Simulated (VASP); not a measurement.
Runs of VASP 6.6.1 on BaZrO3. The structure is cubic, space group Pm-3m (No. 221). The conventional cell has a = 4.189 Å, b = 4.189 Å, c = 4.189 Å, α = 90.00°, β = 90.00°, γ = 90.00°. Ba (site symmetry m-3m) has 12 O at 2.96 Å as nearest neighbours. Around Zr (site symmetry m-3m) lie 6 O at 2.09 Å. O (site symmetry 4/mmm) is surrounded by 2 Zr at 2.09 Å. 

```csv
task,level,cell,k mesh,cutoff (eV),grid for exact exchange (PRECFOCK),exchange at q = 0,screening parameter,share of exact exchange,gap on the mesh (eV),pressure (GPa)
band structure,PBE0,"Pm-3m, 14.71 Å³/atom",4 × 4 × 4,520,Fast,truncated,-,-,(a),1.4
band structure,HSE06,"Pm-3m, 14.71 Å³/atom",4 × 4 × 4,520,Fast,-,0.2 1/A,-,4.70,1.4
relaxation of cell and atoms,PBEsol,relaxed,6 × 6 × 6,600,-,-,-,-,3.11,0.0
band structure,PBE-EpsX,"Pm-3m, 14.71 Å³/atom",4 × 4 × 4,520,Fast,truncated,-,0.205,(b),2.0
```

Alike in all rows: potentials or basis VASP PAW PBE potentials, release 64 (Ba_sv, Zr_sv, O); no spin polarisation; smearing gaussian 0.03 eV.

Estimate the missing entries.

(a) 5.43; (b) 5.01.

Caveats: the PAW data sets were made with another functional, which shifts forces and pressure a little; spin-orbit coupling is left out, which moves the levels of the heavy elements.

A k mesh can miss the band edges, and the runs leave out spin-orbit coupling on Ba, Zr.
